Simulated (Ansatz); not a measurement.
Rh:

```
Rh
1.0
     0.00000    1.89785    1.89785
     1.89785    0.00000    1.89785
     1.89785    1.89785    0.00000
Rh
1
Cartesian
  0.0000 0.0000 0.0000
```

Program: Ansatz 0.2.0. Alike in all runs: cell as given. Hardware: 1 thread of Arm Neoverse V1, with other jobs on the host.

Question: Order these runs on this cell by their wall time, lowest first.
A. task single point; level PBE; potentials or basis all-electron LAPW, scalar-relativistic; spin off; k mesh 5 × 5 × 5; cutoff (eV) 258; smearing fermi-dirac 0.03 eV; basis error allowed 0.002 eV/atom; mesh quality coarse
B. task single point; level PBE; potentials or basis all-electron LAPW, scalar-relativistic; spin off; k mesh 12 × 12 × 12; cutoff (eV) 278; smearing gaussian 0.028 eV; basis error allowed 0.001 eV/atom; mesh quality not flagged
C. task band structure; level LDA; potentials or basis all-electron LAPW, relativistic spinors; spin SOC, no magnetisation; k mesh 9 × 9 × 9; cutoff (eV) 278; smearing fermi-dirac 0.05 eV; basis error allowed 0.001 eV/atom; mesh quality coarse

Answer: A (1.3 s), B (5.6 s), C (47 s).

Caveats: some runs use coarse meshes; the k mesh is thin for a metal, which can move the energy by tens of meV per atom (some runs).
